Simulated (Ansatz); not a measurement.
Crystal: ZnS (Wurtzite-4H).

```
Zn S
1.0
     3.82270    0.00000    0.00000
    -1.91135    3.31056    0.00000
     0.00000    0.00000   12.52000
Zn S
4 4
Direct
  0.66667 0.33333 0.75000
  0.33333 0.66667 0.25000
  0.00000 0.00000 0.50000
  0.00000 0.00000 0.00000
  0.66667 0.33333 0.93750
  0.33333 0.66667 0.43750
  0.00000 0.00000 0.68750
  0.00000 0.00000 0.18750
```

Base run:

```yaml
Program: Ansatz 0.2.0
Functional: revPBE
Potentials_or_basis: Ansatz PAW
Cutoff: 420 eV
Density_cutoff: 1680 eV
k_mesh: 8 × 8 × 3
Occupations: fermi-dirac, width 0.05 eV
Spin: no spin polarisation
```

Its results: band gap on the k mesh 2.25 eV, direct; pressure 3.2 GPa; largest force 0.043 eV/Å.

Problem. After a change of settings the same cell gave: band gap on the k mesh 1.99 eV, direct; pressure -2.2 GPa; largest force 0.040 eV/Å. Which change was it?
A. functional from revPBE to PBE; occupations from fermi-dirac, width 0.05 eV to gaussian, width 0.012 eV
B. functional from revPBE to PBE; cutoff from 420 eV to 350 eV; density cutoff from 1680 eV to 1400 eV
C. functional from revPBE to PBEsol
D. functional from revPBE to r2SCAN; cutoff from 420 eV to 500 eV; density cutoff from 1680 eV to 2000 eV

Solution. C.

PBEsol binds more tightly than revPBE, so the same cell stands under less pressure.

Caveats: the PAW data sets come from PBE, with cores solved anew for the run's functional, which leaves a small shift of forces and pressure; the potentials were made for another functional, which shifts forces and pressure (some runs).

Not every run made on this cell is shown here.
